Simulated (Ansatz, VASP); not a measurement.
# NaI: VASP beside Ansatz

The input INCAR:

```
ALGO = Normal
EDIFF = 1E-6
ENCUT = 520
ISIF = 2
ISMEAR = -1
LASPH = True
LCHARG = False
LMIXTAU = True
LREAL = False
LWAVE = False
METAGGA = R2SCAN
NELM = 60
PREC = Accurate
SIGMA = 0.05
```

The input KPOINTS:

```
k-points
0
Gamma
  7 7 7
```

File POSCAR:

```
NaI
1.0
    0.0000000000      3.2364000000      3.2364000000
    3.2364000000      0.0000000000      3.2364000000
    3.2364000000      3.2364000000      0.0000000000
I Na
1 1
Direct
    0.5000000000      0.5000000000      0.5000000000
    0.0000000000      0.0000000000      0.0000000000
```

The input KPOINTS_OPT:

```
path GXWKGLUWLK,UX
20
line-mode
reciprocal
 0.0000000000  0.0000000000  0.0000000000  G
 0.5000000000  0.0000000000  0.5000000000  X

 0.5000000000  0.0000000000  0.5000000000  X
 0.5000000000  0.2500000000  0.7500000000  W

 0.5000000000  0.2500000000  0.7500000000  W
 0.3750000000  0.3750000000  0.7500000000  K

 0.3750000000  0.3750000000  0.7500000000  K
 0.0000000000  0.0000000000  0.0000000000  G

 0.0000000000  0.0000000000  0.0000000000  G
 0.5000000000  0.5000000000  0.5000000000  L

 0.5000000000  0.5000000000  0.5000000000  L
 0.6250000000  0.2500000000  0.6250000000  U

 0.6250000000  0.2500000000  0.6250000000  U
 0.5000000000  0.2500000000  0.7500000000  W

 0.5000000000  0.2500000000  0.7500000000  W
 0.5000000000  0.5000000000  0.5000000000  L

 0.5000000000  0.5000000000  0.5000000000  L
 0.3750000000  0.3750000000  0.7500000000  K

 0.6250000000  0.2500000000  0.6250000000  U
 0.5000000000  0.0000000000  0.5000000000  X
```

Contents of input.yaml:

```yaml
crystal:
  lattice:
    - [0.0, 3.2364, 3.2364]
    - [3.2364, 0.0, 3.2364]
    - [3.2364, 3.2364, 0.0]
  atoms:
    - { symbol: I, position: [0.5, 0.5, 0.5] }
    - { symbol: Na, position: [0.0, 0.0, 0.0] }
hamiltonian:
  xc: r2scan
  pseudopotentials: { kind: paw }
kpoints:
  mp_grid: { grid: [7, 7, 7] }
  band_path:
    path:
      - [[0.0, 0.0, 0.0], [0.5, 0.0, 0.5], [0.5, 0.25, 0.75], [0.375, 0.375, 0.75], [0.0, 0.0, 0.0], [0.5, 0.5, 0.5], [0.625, 0.25, 0.625], [0.5, 0.25, 0.75], [0.5, 0.5, 0.5], [0.375, 0.375, 0.75]]
      - [[0.625, 0.25, 0.625], [0.5, 0.0, 0.5]]
    npoints: 14
scf:
  occupations: { method: fermi_dirac, width: 0.05 }
  n_extra_bands: 6
output:
  forces: true
  stress: true
  eigenvalues: true
  fatbands: false
```

Alike in both runs: task band structure; functional r2SCAN; k mesh 7 × 7 × 7; occupations fermi-dirac, width 0.05 eV; no spin polarisation.

|  | VASP | Ansatz |
| --- | --- | --- |
| version | VASP 6.6.1 | Ansatz 0.2.0 |
| potentials or method | VASP PAW PBE potentials, release 64 (I, Na_pv) | Ansatz PAW |
| plane-wave cutoff (eV) | 520 | 500 |
| valence electrons in the cell | 14 | 26 |

Ansatz gave:

```
gap on the k mesh at the Fermi level (eV) : 4.43
least direct gap on the mesh (eV)         : 4.43
gap along the band path (eV)              : 4.43
pressure (GPa)                            : -0.1
```

Task: Estimate VASP's values.

Result: gap on the k mesh at the Fermi level (eV): 4.44; least direct gap on the mesh (eV): 4.44; gap along the band path (eV): 4.44; pressure (GPa): -0.3.

The two sets of potentials don't hold the same shells in valence.

Caveats: spin-orbit coupling is left out, which moves the levels of the heavy elements; the PAW data sets were made with another functional, which shifts forces and pressure a little (VASP); the PAW data sets come from PBE, with cores solved anew for the run's functional, which leaves a small shift of forces and pressure (Ansatz). r2SCAN opens gaps a little over a GGA but as a rule still falls short of measured ones.
